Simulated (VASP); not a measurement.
Si3Ge, 4 atoms in the cell. The structure is hexagonal, space group P6/mmm (No. 191). Conventional cell: a = 2.715 Å, b = 2.715 Å, c = 10.111 Å, α = 90.00°, β = 90.00°, γ = 120.00°. Si (site symmetry 6/mmm) is surrounded by 8 Si at 2.46 to 2.72 Å. Around Si (site symmetry 6mm) lie 7 Si at 2.46 to 2.72 Å and 1 Ge at 2.59 Å. Around Ge (site symmetry 6/mmm) lie 2 Si at 2.59 Å and 6 Ge at 2.71 to 2.72 Å. The cell was built by a generator and needn't be a form met in nature.

| Quantity | Value |
| --- | --- |
| Program | VASP 6.6.1 |
| Task | band structure |
| Functional | BLYP |
| Potentials or basis | VASP PAW PBE potentials, release 64 (Si_GW, Ge_d_GW) |
| Cutoff | 600 eV |
| k mesh | 8 × 8 × 3 |
| Occupations | gaussian, width 0.05 eV |
| Spin | spin-orbit coupling, no magnetisation |
| Further INCAR settings | ALGO = Fast; EDIFF = 1.00e-07; NBANDS = 40; ISYM = 0 |

Potentials or basis: VASP PAW PBE potentials, release 64 (Si_GW, Ge_d_GW).

Command:

```sh
$ python run.py
```

Hardware: 1 thread of Intel(R) Xeon(R) Platinum 8259CL CPU @ 2.50GHz (Skylake/Cascade Lake) (shared host).

How long does it take, and how much memory?

It took 35 min on 1 thread of Intel(R) Xeon(R) Platinum 8259CL CPU @ 2.50GHz (Skylake/Cascade Lake), on a shared host, peak memory 0.56 GiB. Counts: scf iterations 20, k points 60.
